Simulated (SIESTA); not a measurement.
Runs of SIESTA 5.4.2 on Ti. Symmetry: Im-3m, No. 229, cubic system. Conventional cell: a = 3.282 Å, b = 3.282 Å, c = 3.282 Å, α = 90.00°, β = 90.00°, γ = 90.00°. Ti (site symmetry m-3m) is surrounded by 8 Ti at 2.84 Å. This isn't the form of Ti at room conditions, which is hcp.

```csv
potentials or basis,gap on the mesh (eV),pressure (GPa)
"PseudoDojo 0.4 standard (PBE files), DZP (energy shift 0.003 Ry; two zetas on semicore shells)",none,-2.5
"PseudoDojo 0.4 standard (PBE files), TZDP (energy shift 0.003 Ry; two zetas on semicore shells)",none,-2.6
"PseudoDojo 0.4 standard (PBE files), SZ (energy shift 0.003 Ry)",none,(b)
"PseudoDojo 0.4 standard (PBE files), SZP (energy shift 0.003 Ry)",none,(a)
"PseudoDojo 0.4 standard (PBE files), DZ (energy shift 0.003 Ry; two zetas on semicore shells)",none,-4.9
"PseudoDojo 0.4 standard (PBE files), DZDP (energy shift 0.003 Ry; two zetas on semicore shells)",none,-2.4
"PseudoDojo 0.4 standard (PBE files), TZP (energy shift 0.003 Ry; two zetas on semicore shells)",none,-2.6
```

Alike in all rows: task single point; level PBE; no spin polarisation; cell as given; k mesh 11 × 11 × 11; smearing fermi-dirac 0.05 eV; grid cutoff 800 Ry; energy shift 0.003 Ry.

Q: Estimate the missing entries.

A: (a) 0.7; (b) -10.4.

Caveats: the basis of atomic orbitals isn't converged, which shifts pressures, moduli and gaps; the basis has no polarisation orbitals (some runs).

A gap of «none» marks a metal or a gap under the smearing width.
